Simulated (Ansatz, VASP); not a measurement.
**One calculation of ZnO, two programs**

```xyz
4
Lattice="3.3537 0.0000 0.0000 -1.6769 2.7905 0.0000 0.0000 0.0000 7.1304" Properties=species:S:1:pos:R:3 pbc="T T T"
Zn    0.0000    0.0000    5.3478
Zn    0.0000    0.0000    1.7826
O     0.0000    1.8603    1.7826
O     1.6769    0.9302    5.3478
```

Change from the starting cell: strain +0.0200 x Voigt [1, -1, 0, 0, 0, 0], atoms carried along.

Alike in both runs: task single point; functional PBE; dispersion D3(BJ); k mesh 9 × 9 × 4; occupations gaussian, width 0.05 eV; no spin polarisation.

|  | VASP | Ansatz |
| --- | --- | --- |
| version | VASP 6.6.1 | Ansatz 0.2.0 |
| potentials or method | VASP PAW PBE potentials, release 64 (Zn, O) | scalar-relativistic, plane waves, PAW |
| plane-wave cutoff (eV) | 520 | 420 |
| valence electrons in the cell | 36 | 36 |

```tsv
	VASP	Ansatz	Ansatz less VASP
gap on the k mesh at the Fermi level (eV)	0.76	0.76	0.000
least direct gap on the mesh (eV)	0.76	0.76	0.000
pressure (GPa)	-1.3	-2.1	-0.78
largest component of the traceless stress (GPa)	4.37	4.39	+0.015
rms of the force components (eV/Å)	0.309	0.291	-0.0184
```

Atom by atom the forces differ by 0.018 eV/Å (rms over components).

Caveats: an odd mesh through Γ misses points on the zone boundary, where band edges often lie.
